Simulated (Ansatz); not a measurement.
**W: strain energy, fitted**

W, Im-3m, a = 3.184 Å. Ansatz: PBE, PAW, 420 eV, Γ-centred 16×16×16 mesh on 2 atoms, Gaussian smearing 0.10 eV; no spin polarisation. Series: equal strain along all axes, cell held, atoms fixed by symmetry; x is the strain in per cent. y is the free energy over the unstrained cell, V0 = 16.133 Å³/atom.

```
x (%) y (meV/atom)
 -3.0             ?
 -2.0         58.78
 -1.0         14.28
  0.0          0.00
  1.0         13.16
  2.0         51.20
  3.0        111.78
```

Problem. Fit y = c2 x² + c3 x³ to the other rows, turn c2 into a modulus, and predict the missing energy.

Solution. Least squares on the rows shown. y = 13.772 x² − 0.45442 x³. In eV per unit strain² c2 is 137.7; the stiffness is B for this strain (E = 9/2 B V0 ε², shape held): 2 × 137.7 × 160.2 / (9 × 16.133) = 304 GPa. At x = -3.0 the fit asked for gives 136.22 meV/atom. The run gave 136.44 meV/atom, so the fit is 0.22 meV/atom too low, within twice the rms miss on the fitted rows (0.14 meV/atom).

Spin–orbit coupling is left out, which can shift energies with elements as heavy as these.